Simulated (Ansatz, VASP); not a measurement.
## SnO: VASP beside Ansatz

```
Sn O
1.0
     4.84413    0.00000    0.00000
     0.00000    3.20567    0.00000
     0.00000    0.00000    4.94590
Sn O
2 2
Direct
  0.75000 0.00000 0.68700
  0.25000 0.00000 0.31300
  0.75000 0.50000 0.18800
  0.25000 0.50000 0.81200
```

Alike in both runs: task single point; functional PBE; k mesh 4 × 6 × 4; occupations gaussian, width 0.1 eV; no spin polarisation.

|  | VASP | Ansatz |
| --- | --- | --- |
| version | VASP 6.6.1 | Ansatz 0.2.0 |
| potentials or method | VASP PAW PBE potentials, release 64 (Sn_d, O) | scalar-relativistic, plane waves, PAW |
| plane-wave cutoff (eV) | 520 | 420 |
| valence electrons in the cell | 40 | 40 |

|  | VASP | Ansatz | Ansatz less VASP |
| --- | --- | --- | --- |
| gap on the k mesh at the Fermi level (eV) | none | none | - |
| pressure (GPa) | -12.5 | -12.4 | +0.12 |
| largest component of the traceless stress (GPa) | 5.97 | 5.98 | +0.010 |
| rms of the force components (eV/Å) | 0.789 | 0.789 | +0.0001 |

Atom by atom the forces differ by 0.001 eV/Å (rms over components). A gap of «none» marks a metal or a gap that the smearing closes. With one functional, cell and mesh, what is left measures potentials, basis and numerics.

Caveats: forces of over 1 eV/Å show positions far from the minimum, so gaps and moduli don't describe the material at rest.
